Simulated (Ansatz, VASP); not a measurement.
# NiO in VASP and in Ansatz

The input INCAR:

```
SYSTEM = NiO
PREC = Accurate
ENCUT = 520
EDIFF = 1E-6
ISMEAR = 0
SIGMA = 0.05
LREAL = .False.
LASPH = .True.
NELM = 150
ALGO = Normal
ISIF = 2
LWAVE = .False.
LCHARG = .True.
ISPIN = 2
MAGMOM = 1.54 0
LORBIT = 11
LMAXMIX = 4
GGA = PE
LELF = .True.
LVHAR = .True.
NBANDS = 19
```

The input KPOINTS:

```
Automatic mesh
0
Gamma
  12 12 12
  0 0 0
```

POSCAR

```
NiO
1.0
    0.0000000000      2.1990918836      2.1990918836
    2.1990918836      0.0000000000      2.1990918836
    2.1990918836      2.1990918836      0.0000000000
Ni O
1 1
Direct
    0.0000000000      0.0000000000      0.0000000000
    0.2500000000      0.2500000000      0.2500000000
```

Input for Ansatz:

```yaml
crystal:
  lattice:
    - [0.0, 2.1990918836, 2.1990918836]
    - [2.1990918836, 0.0, 2.1990918836]
    - [2.1990918836, 2.1990918836, 0.0]
  atoms:
    - { symbol: Ni, position: [0.0, 0.0, 0.0], spin: 1.54 }
    - { symbol: O, position: [0.25, 0.25, 0.25] }
basis:
  ecutwfc: 420
  ecutrho_ratio: 4
kpoints:
  mp_grid: { grid: [12, 12, 12] }
hamiltonian:
  xc: pbe
scf:
  occupations: { method: gaussian, width: 0.05 }
output:
  forces: true
  stress: true
  eigenvalues: true
  populations: true
magnetization:
  spin_polarized: true
```

Alike in both runs: task single point; functional PBE; k mesh 12 × 12 × 12; occupations gaussian, width 0.05 eV; collinear spin.

|  | VASP | Ansatz |
| --- | --- | --- |
| version | VASP 6.6.1 | Ansatz 0.2.0 |
| potentials or method | VASP PAW PBE potentials, release 64 (Ni, O) | scalar-relativistic, plane waves, PAW |
| plane-wave cutoff (eV) | 520 | 420 |
| valence electrons in the cell | 16 | 24 |

```csv
,VASP,Ansatz,Ansatz less VASP
gap on the k mesh at the Fermi level (eV),none,none,-
pressure (GPa),9.0,8.8,-0.17
net moment per atom (μB),0.88,0.90,+0.015
size of the moment on the site where the two differ most (μB),1.39,1.36,-0.029
```

Site moments also hang on the region over which each program counts them. A gap of «none» marks a metal or a gap that the smearing closes. The functional is the same, so the differences come from potentials, cutoffs and numerics. The two sets of potentials don't hold the same shells in valence.

Caveats: a cell with one magnetic atom can't hold antiferromagnetic order, which such compounds often take; semilocal functionals often make such compounds metallic where correlation or magnetic order opens a gap, which also shifts bond lengths.
